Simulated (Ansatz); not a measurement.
The system is ZnCu.

```xyz
2
Lattice="2.9450 0.0000 0.0000 0.0000 2.9450 0.0000 0.0000 0.0000 2.9450" Properties=species:S:1:pos:R:3 pbc="T T T"
Zn    1.4725    1.4725    1.4725
Cu    0.0000    0.0000    0.0000
```

Base run:

```yaml
Program: Ansatz 0.2.0
Functional: PBEsol
Potentials_or_basis: all-electron PAW datasets made for the crystal
Cutoff: 300 eV (chosen from the basis error)
k_mesh: 9 × 9 × 9
Occupations: fermi-dirac, width 0.05 eV
Spin: no spin polarisation
```

Its results: pressure -4.4 GPa.

Problem. The run is repeated on the same cell with these changes: potentials or basis from all-electron PAW datasets made for the crystal to all-electron LAPW, non-relativistic; cutoff from 300 eV (chosen from the basis error) to 295 eV (chosen from the basis error). What comes out?

Solution. Pressure -1.0 GPa.

The runs don't all hold the same shells in valence.
